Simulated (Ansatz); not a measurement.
Ansatz input

```yaml
crystal:
  lattice:
    - [0.0, 3.5448612378, 3.5448612378]
    - [3.5448612378, 0.0, 3.5448612378]
    - [3.5448612378, 3.5448612378, 0.0]
  atoms:
    - { symbol: Te, position: [0.125, 0.125, 0.125] }
    - { symbol: Te, position: [0.875, 0.875, 0.875] }
hamiltonian:
  xc: pbe
  pseudopotentials:
    kind: paw
    azcp:
      Te: "pseudopotentials/Te.paw.azcp"
basis:
  ecutwfc: 420
  fft_grid_basis: typed
kpoints:
  mp_grid: { grid: [9, 9, 9], shift: [0, 0, 0] }
magnetization:
  spin_polarized: false
scf:
  occupations: { method: fermi_dirac, width: 0.1 }
  lower_state_search: "off"
output:
  stress: true
```

Output

```
Engine: ansatz 0.2.0, x86_64-unknown-linux-gnu
Pseudopotentials: kind: paw
Pseudopotential: Te, paw, valence charge 16, recommended cutoff 420 eV (normal) 
Functional definition: PBE
  parameter kappa = 0.804
  parameter beta = 0.06672455060314922
  exchange = pbe_x(kappa = kappa, mu = beta*pi^2/3)
  correlation = pbe_c(beta = beta)
Crystal: 2 atoms, lattice volume = 89.090 Å³
Basis set: ecut = 420 eV, 1807 PW (Γ)
Bands: 20, of which v1, the nominal top of the filled ones, is band 16 counted from 1 (15 counted from 0)
Symmetry: 48 space group operations
Space group: Fd-3m (ITA 227), of the structure as read, at distance tolerance 4.5e-5 Å
k-points: 35 of 729
Non-local potential: Te, projectors of the file, l = 0: 2, l = 1: 2, l = 2: 2, l = 3: 2
PAW form: soft (Blöchl's): semilocal exchange-correlation on the pseudo side does not see the compensation charge
PAW one-centre angular grid: Te, 590 points (default); XC on 64 Gauss nodes
Initial density: superposition of atomic densities (neutral atoms: chi_scale 0, normalization atom), corrected by the library's trained network
Initial wavefunctions: pseudopotential atomic-orbital guess
Functional: x = pbe(κ = 0.804, μ = 0.2195149727645171), c = pbe(β = 0.06672455060314922)
SCF iter   1: F=—  HF=-13959.094658 eV  |F-HF|=—  |Δ(HF+E_count)|=         —  Δρ=1.32e-3  dr2=1.24e-3  ethr=1.77e-3  ⟨swp⟩=6.4  Hψ=3527  notcnv=0
SCF iter   2: F=—  HF=-13959.094699 eV  |F-HF|=—  |Δ(HF+E_count)|=   4.12e-5  Δρ=5.91e-4  dr2=1.95e-4  ethr=3.87e-6  ⟨swp⟩=2.4  Hψ=1682  notcnv=0
SCF iter   3: F=—  HF=-13959.094551 eV  |F-HF|=—  |Δ(HF+E_count)|=   1.48e-4  Δρ=1.04e-4  dr2=5.74e-6  ethr=6.09e-7  ⟨swp⟩=2.0  Hψ=1273  notcnv=0
SCF iter   4: F=—  HF=-13959.094570 eV  |F-HF|=—  |Δ(HF+E_count)|=   1.87e-5  Δρ=2.15e-5  dr2=2.81e-7  ethr=1.79e-8  ⟨swp⟩=3.0  Hψ=1326  notcnv=0
iter 5 did not close the SCF: its close was put off for the readings that it lacked (scf_convergence_deferred on its scf_iter line)
SCF iter   5: F=-13959.094571 eV  HF=-13959.094571 eV  |F-HF|=1.14e-9  |Δ(HF+E_count)|=   1.35e-6  Δρ=3.65e-6  dr2=1.36e-8  ethr=8.79e-10  ⟨swp⟩=2.0  Hψ=946  notcnv=0
SCF iter   6: F=-13959.094571 eV  HF=-13959.094571 eV  |F-HF|=3.64e-12  |Δ(HF+E_count)|=   4.65e-9  Δρ=4.75e-7  dr2=2.27e-10  ethr=4.25e-11  ⟨swp⟩=2.6  Hψ=2371  notcnv=0
SCF 1 converged in 6 iterations: F = -13959.094571 eV  dr2 = 2.27e-10
SCF converged after 6 iterations
Free energy (F): -13959.094571 eV
Harris-Foulkes:  -13959.094571 eV  (|F-HF|=3.64e-12)
Internal energy: -13959.027383 eV  (E = F + TS)
E sigma→0 (E₀):  -13959.060977 eV
Entropy (-TS):   -0.067189 eV (-33.594 meV/atom)
Fermi energy:    5.765351 eV
--- Per-component energies (eV) ---
  E_band       = -629.661004
  E_kinetic    = 359.300418
  E_local      = -3247.719616  (includes V_loc(G=0)·N_el)
  E_nonlocal   = -621.146615
  E_hartree    = 1921.929628
  E_xc         = -247.267665
  E_vxc        = -206.246172  (∫ρ·V_xc dr)
  E_paw        = -9323.251389  (= ΣΔE_a)
  E_vpaw       = -757.707513  (= ΣTr[D̂ρ^β])
  E_aug_tail   = -0.000389  (compensation charges beyond the density's cutoff)
  E_ewald      = -2800.871753
  E_smearing   = -0.067189  (= −TS)
  E_closure    = -0.000000  (closes the sum)
  Σ components = -13959.094571   (vs F -13959.094571, Δ=0.00e0)
--- Stress (GPa, compression-positive) ---
        1.184178      -0.000000      -0.000000
        0.000000       1.184178      -0.000000
        0.000000      -0.000000       1.184178
  P = ⅓ Tr σ = 1.1842 GPa (11.842 kbar)
```

Command:

```sh
ansatz run input.yaml --threads 1 --pin off --max-ram 3584MiB --backend cpu --events-out ev --progress --plain --runs-dir out
```

On 1 thread of Intel(R) Xeon(R) Platinum 8259CL CPU @ 2.50GHz (Skylake/Cascade Lake) (shared host) this took about 3.5 s of wall time and 3.5 s of CPU time.
